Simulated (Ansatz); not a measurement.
A relaxation computed with Ansatz, from input to last step.

```yaml
crystal:
  lattice:
    - [6.3794342389, 0.0, 0.0]
    - [0.0, 6.3794342389, 0.0]
    - [0.0, 0.0, 5.9868536703]
  atoms:
    - { symbol: Cs, position: [0.0, 0.0, 0.0] }
    - { symbol: Sn, position: [0.5, 0.5, 0.5] }
    - { symbol: I, position: [0.0, 0.5, 0.5] }
    - { symbol: I, position: [0.5, 0.0, 0.5] }
    - { symbol: I, position: [0.5, 0.5, 0.0] }
basis:
  ecutwfc: 420
kpoints:
  mp_grid: { grid: [6, 6, 6] }
hamiltonian:
  xc: pbesol
scf:
  occupations: { method: gaussian, width: 0.01 }
output:
  forces: true
  stress: true
  eigenvalues: true
  write_density: true
  write_potential: true
  elf: true
  volumetric_format: npy
relax:
  adjacent_minimum: "off"
  f_tol: 0.008
  max_steps: 40
  cell: { stress_tol: 0.015, fix: [a, b, gamma] }
```

```bash
ansatz run input.yaml --threads 1 --pin off --max-ram 2560MiB --backend cpu --events-out ev --progress --plain --runs-dir out
```

The calculation used Ansatz 0.2.0, DFT PBEsol, scalar-relativistic, plane waves, PAW.

Of 5 frames 4 are shown, positions in Å and forces in eV/Å; the SCF threshold varies from step to step. Steps run on the plane waves of an earlier cell, with a Pulay correction in the pressure. The basis is chosen afresh for the last frame, the zero of the energies, and at times for earlier ones too; energy and pressure can step there, also at an unchanged geometry. Where two frames share a geometry here, they differ by under 2 meV/atom and 0.3 GPa.

```xyz
5
Lattice="6.3794 0.0000 0.0000 0.0000 6.3794 0.0000 0.0000 0.0000 5.9869" Properties=species:S:1:pos:R:3:forces:R:3 pbc="T T T" step=1 free_energy_over_end_meV_per_atom=2.01 pressure_GPa=-0.69
Cs    0.0000    0.0000    0.0000    0.0000    0.0000    0.0000
Sn    3.1897    3.1897    2.9934    0.0000    0.0000    0.0000
I     0.0000    3.1897    2.9934    0.0000    0.0000    0.0000
I     3.1897    0.0000    2.9934    0.0000    0.0000    0.0000
I     3.1897    3.1897    0.0000    0.0000    0.0000    0.0000
5
Lattice="6.3794 0.0000 0.0000 0.0000 6.3794 0.0000 0.0000 0.0000 6.0450" Properties=species:S:1:pos:R:3:forces:R:3 pbc="T T T" step=2 free_energy_over_end_meV_per_atom=0.39 pressure_GPa=-0.87
Cs    0.0000    0.0000    0.0000    0.0000    0.0000    0.0000
Sn    3.1897    3.1897    3.0225    0.0000    0.0000    0.0000
I     0.0000    3.1897    3.0225    0.0000    0.0000    0.0000
I     3.1897    0.0000    3.0225    0.0000    0.0000    0.0000
I     3.1897    3.1897    0.0000    0.0000    0.0000    0.0000
5
Lattice="6.3794 0.0000 0.0000 0.0000 6.3794 0.0000 0.0000 0.0000 6.0839" Properties=species:S:1:pos:R:3:forces:R:3 pbc="T T T" step=3 free_energy_over_end_meV_per_atom=0.08 pressure_GPa=-0.98
Cs    0.0000    0.0000    0.0000    0.0000    0.0000    0.0000
Sn    3.1897    3.1897    3.0420    0.0000    0.0000    0.0000
I     0.0000    3.1897    3.0420    0.0000    0.0000    0.0000
I     3.1897    0.0000    3.0420    0.0000    0.0000    0.0000
I     3.1897    3.1897    0.0000    0.0000    0.0000    0.0000
5
Lattice="6.3794 0.0000 0.0000 0.0000 6.3794 0.0000 0.0000 0.0000 6.0877" Properties=species:S:1:pos:R:3:forces:R:3 pbc="T T T" step=5 free_energy_over_end_meV_per_atom=0.00 pressure_GPa=-0.99
Cs    0.0000    0.0000    0.0000    0.0000    0.0000    0.0000
Sn    3.1897    3.1897    3.0439    0.0000    0.0000    0.0000
I     0.0000    3.1897    3.0439    0.0000    0.0000    0.0000
I     3.1897    0.0000    3.0439    0.0000    0.0000    0.0000
I     3.1897    3.1897    0.0000    0.0000    0.0000    0.0000
```

Time: 2.2 min on 1 thread of Arm Neoverse V2, with other jobs on the host, peak memory 0.68 GiB.